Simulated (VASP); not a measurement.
# TePb (Fm-3m) in VASP: notebook

One crystal, TePb, is run at these levels: PBE; tasks: single point.

Program: VASP 6.6.1. These are calculated values, not measurements. Logs are shortened: lines on timing, memory, paths and dates and some standing lists are left out, and cuts for length are marked.

## 1. The structure

It takes space group Fm-3m (No. 225, cubic). The conventional cell has a = 6.462 Å, b = 6.462 Å, c = 6.462 Å, α = 90.00°, β = 90.00°, γ = 90.00°. Pb (site symmetry m-3m) has 6 Te at 3.23 Å as nearest neighbours. Te (site symmetry m-3m) is surrounded by 6 Pb at 3.23 Å.

## 2. Single point, PBE

Input file INCAR:

```
SYSTEM = TePb
ADDGRID = .False.
ALGO = Normal
EDIFF = 1E-7
ENCUT = 280
GGA = PE
ISIF = 2
ISMEAR = 0
LASPH = .True.
LCHARG = .False.
LREAL = .False.
LWAVE = .False.
NELM = 100
PREC = Accurate
SIGMA = 0.05
```

Input file KPOINTS:

```
k-points
0
Gamma
  3 3 3
  0 0 0
```

Input file POSCAR:

```
TePb
1.0
    0.0000000000      3.2310000000      3.2310000000
    3.2310000000      0.0000000000      3.2310000000
    3.2310000000      3.2310000000      0.0000000000
Pb Te
1 1
Direct
    0.0000000000      0.0000000000      0.0000000000
    0.5000000000      0.5000000000      0.5000000000
```

Potentials or basis: VASP PAW PBE potentials, release 64 (Pb_d, Te).

On the command line:

```
$ cat potpaw_PBE.64/Pb_d/POTCAR potpaw_PBE.64/Te/POTCAR > POTCAR
$ mpirun -np 1 vasp_std > vasp.out
```

OUTCAR:

```text
SYSTEM = TePb
   EDIFF = 1E-7
   ENCUT = 280
   GGA = PE
   ISIF = 2
   ISMEAR = 0
   LASPH = .True.
   LREAL = .False.
   NELM = 100
   PREC = Accurate

 Found      4 irreducible k-points:

 Following reciprocal coordinates:
            Coordinates               Weight
  0.000000  0.000000  0.000000      1.000000
  0.333333  0.000000  0.000000      8.000000
  0.333333  0.333333  0.000000      6.000000
 -0.333333  0.333333  0.000000     12.000000
   k-points           NKPTS =      4   k-points in BZ     NKDIM =      4   number of bands    NBANDS=     14
   number of dos      NEDOS =    301   number of ions     NIONS =      2
   total plane-waves  NPLWV =  21952
   dimension x,y,z NGX =    28 NGY =   28 NGZ =   28
   dimension x,y,z NGXF=    56 NGYF=   56 NGZF=   56
   ions per type =               1   1
   NGX,Y,Z   is equivalent  to a cutoff of  10.19, 10.19, 10.19 a.u.
   NGXF,Y,Z  is equivalent  to a cutoff of  20.37, 20.37, 20.37 a.u.
 SYSTEM =  TePb
   PREC   = accura    normal or accurate (medium, high low for compatibility)
   ISTART =      0    job   : 0-new  1-cont  2-samecut
   ICHARG =      2    charge: 1-file 2-atom 10-const
   ISPIN  =      1    spin polarized calculation?
   LNONCOLLINEAR =      F non collinear calculations
   LSORBIT =      F    spin-orbit coupling
   LASPH  =      T    aspherical Exc in radial PAW
   ENCUT  =  280.0 eV  20.58 Ry    4.54 a.u.   6.23  6.23  6.23*2*pi/ulx,y,z
   NELM   =    100;   NELMIN=  2; NELMDL= -5     # of ELM steps
   EDIFF  = 0.1E-06   stopping-criterion for ELM
   LREAL  =      F    real-space projection
   EDIFFG = 0.1E-05   stopping-criterion for IOM
   NSW    =      0    number of steps for IOM
   IBRION =     -1    ionic relax: 0-MD 1-quasi-New 2-CG
   NFREE  =      0    steps in history (QN), initial steepest desc. (CG)
   ISIF   =      2    stress and relaxation
   ISYM   =      2    0-nonsym 1-usesym 2-fastsym
   POTIM  = 0.5000    time-step for ionic-motion
   TEBEG  =    0.0;   TEEND  =   0.0 temperature during run
   PSTRESS=    0.0 pullay stress
   NELECT =      20.0000    total number of electrons
   NUPDOWN=      -1.0000    fix difference up-down
   EMIN   =  10.00;   EMAX   =-10.00  energy-range for DOS
   EFERMI =   0.00;   METHOD = LEGACY
   ISMEAR =     0;   SIGMA  =   0.05  broadening in eV -4-tet -1-fermi 0-gaus
   EFERMI_NEDOS =   21; number of points for ismear=-14 and -15
   IALGO  =     38    algorithm
   IMIX   =      4    mixing-type and parameters
     AMIX     =   0.40;   BMIX     =  1.00
     AMIX_MAG =   1.60;   BMIX_MAG =  1.00
  volume/ion in A,a.u.               =      33.73       227.62
  Fermi-wavevector in a.u.,A,eV,Ry     =   1.091619  2.062861 16.213147  1.191633
  Thomas-Fermi vector in A             =   2.227868
   LORBIT       =      0    0 simple, 1 ext, 2 COOP (PROOUT), +10 PAW based schemes
   GGA     = PE    functional components
   LHFCALC =     F    Hartree Fock is set to
   AEXX    =    0.0000 exact exchange contribution
   IVDW    =     0    specifies the selected vdW correction
   LEPSILON=     F    determine dielectric tensor
   LRPA    =     F    only Hartree local field effects (RPA)
 non-spin polarized calculation
 Gauss-broadening in eV      SIGMA  =   0.05
  energy-cutoff  :      280.00
  volume of cell :       67.46
 maximum number of plane-waves:       745
 NGX is ok and might be reduce to    28
   NGX = 13   NGY = 13   NGZ = 13

 number of electron      20.0000014 magnetization

 Free energy of the ion-electron system (eV)
  ---------------------------------------------------
  ext. energy  EPLUGINS =         0.00000000
  ---------------------------------------------------
  free energy    TOTEN  =        -7.54735337 eV

  energy without entropy =       -7.54735337  energy(sigma->0) =       -7.54735337

 E-fermi :   5.5338     XC(G=0):  -9.3007

 val. band max:        5.2441801871   @ k =   0.3333   0.0000   0.0000
 cond. band min:       7.0872021785   @ k =   0.3333   0.0000   0.0000
 fundamental gap:      1.8430219915
 Fermi energy:         5.5338431031

 k-point     1 :       0.0000    0.0000    0.0000
  band No.  band energies     occupation
      1     -11.0629      2.00000
      2     -11.0629      2.00000
      3     -11.0540      2.00000
      4     -11.0540      2.00000
      5     -11.0540      2.00000
      6      -6.3987      2.00000
      7       0.0305      2.00000
      8       4.2729      2.00000
      9       4.2729      2.00000
     10       4.2729      2.00000
     11       9.7044      0.00000
     12       9.7044      0.00000
     13       9.7044      0.00000
     14      11.4213      0.00000

 k-point     2 :       0.3333    0.0000    0.0000
  band No.  band energies     occupation
      1     -11.0745      2.00000
      2     -11.0745      2.00000
      3     -11.0523      2.00000
      4     -11.0411      2.00000
      5     -11.0411      2.00000
      6      -5.5184      2.00000
      7      -2.0962      2.00000
      8       4.5579      2.00000
      9       4.5579      2.00000
     10       5.2442      2.00000
     11       7.0872      0.00000
     12       7.4785      0.00000
     13       7.4785      0.00000
     14      12.2353      0.00000

 k-point     3 :       0.3333    0.3333    0.0000
  band No.  band energies     occupation
      1     -11.1062      2.00000
      2     -11.0615      2.00000
      3     -11.0544      2.00000
      4     -11.0345      2.00000
      5     -11.0345      2.00000
      6      -5.2730      2.00000
      7      -1.5414      2.00000
      8       2.7332      2.00000
      9       3.1281      2.00000
     10       3.1281      2.00000
     11       9.2607      0.00000
     12       9.9201      0.00000
     13      10.5454      0.00000
     14      10.5454      0.00000

 k-point     4 :      -0.3333    0.3333    0.0000
  band No.  band energies     occupation
      1     -11.1004      2.00000
      2     -11.0668      2.00000
      3     -11.0492      2.00000
      4     -11.0389      2.00000
      5     -11.0337      2.00000
      6      -4.6730      2.00000
      7      -2.5318      2.00000
      8       1.7897      2.00000
      9       3.6877      2.00000
     10       3.9843      2.00000
     11       8.5581      0.00000
     12       8.6298      0.00000
     13      11.1183      0.00000
     14      11.7127      0.00000

------------------------ aborting loop because EDIFF is reached ----------------------------------------

  FORCE on cell =-STRESS in cart. coord.  units (eV):
  Direction    XX          YY          ZZ          XY          YZ          ZX
  --------------------------------------------------------------------------------------
  -------------------------------------------------------------------------------------
  Total        0.8013249      0.8013249      0.8013249     -0.0000000      0.0000000      0.0000000
  in kB       19.0317346     19.0317346     19.0317346     -0.0000000      0.0000000      0.0000000
  external PRESSURE =      19.0317346 kB  Pullay stress =       0.0000000 kB

 VOLUME and BASIS-vectors are now :
 -----------------------------------------------------------------------------
  energy-cutoff  :      280.00
  volume of cell :       67.46
      direct lattice vectors                 reciprocal lattice vectors
     0.000000000  3.231000000  3.231000000    -0.154750851  0.154750851  0.154750851
     3.231000000  0.000000000  3.231000000     0.154750851 -0.154750851  0.154750851
     3.231000000  3.231000000  0.000000000     0.154750851  0.154750851 -0.154750851

 POSITION                                       TOTAL-FORCE (eV/Angst)
 -----------------------------------------------------------------------------------
      0.00000      0.00000      0.00000         0.000000      0.000000      0.000000
      3.23100      3.23100      3.23100        -0.000000     -0.000000     -0.000000
 -----------------------------------------------------------------------------------
    total drift:                               -0.000000      0.000000      0.000000

  FREE ENERGIE OF THE ION-ELECTRON SYSTEM (eV)
  ---------------------------------------------------
  free  energy   TOTEN  =        -7.5473533658 eV

  energy  without entropy=       -7.5473533658  energy(sigma->0) =       -7.54735337
```

Wall time 5.3 s (1 thread of Intel Xeon Platinum 8488C (Sapphire Rapids), shared host); peak memory 0.14 GiB.

The run converged, but some of its settings lie outside the range that counts as converged, so its numbers aren't taken as properties of the crystal.

Results:

```yaml
Free_energy: -7.5474 eV
Pressure: 1.9 GPa
```

Caveat: the k mesh is coarse (spacing up to 0.56 Å⁻¹), so the values aren't converged; the cutoff is under 1.25 times the usual one of these potentials, so pressure, stress and relaxed cells hold a basis-set (Pulay) error; this odd mesh misses L, where the gap lies, so gap, dielectric constants and Born charges aren't listed.

(Continued in part 2 of 2.)
